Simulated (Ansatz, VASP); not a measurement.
Cu: VASP beside Ansatz

```
Cu
1.0
     0.00000    1.80750    1.80750
     1.80750    0.00000    1.80750
     1.80750    1.80750    0.00000
Cu
1
Direct
  0.00000 0.00000 0.00000
```

Alike in both runs: task single point; functional PBE; k mesh 15 × 15 × 15; occupations fermi-dirac, width 0.1 eV; no spin polarisation.

|  | VASP | Ansatz |
| --- | --- | --- |
| version | VASP 6.6.1 | Ansatz 0.2.0 |
| potentials or method | VASP PAW PBE potentials, release 64 (Cu) | PAW, plane waves, scalar-relativistic |
| plane-wave cutoff (eV) | 520 | 420 |
| valence electrons in the cell | 11 | 19 |

VASP gave:

- pressure (GPa): 2.2

Which values does Ansatz return?

Pressure (GPa): 1.7.

The two sets of potentials don't hold the same shells in valence.
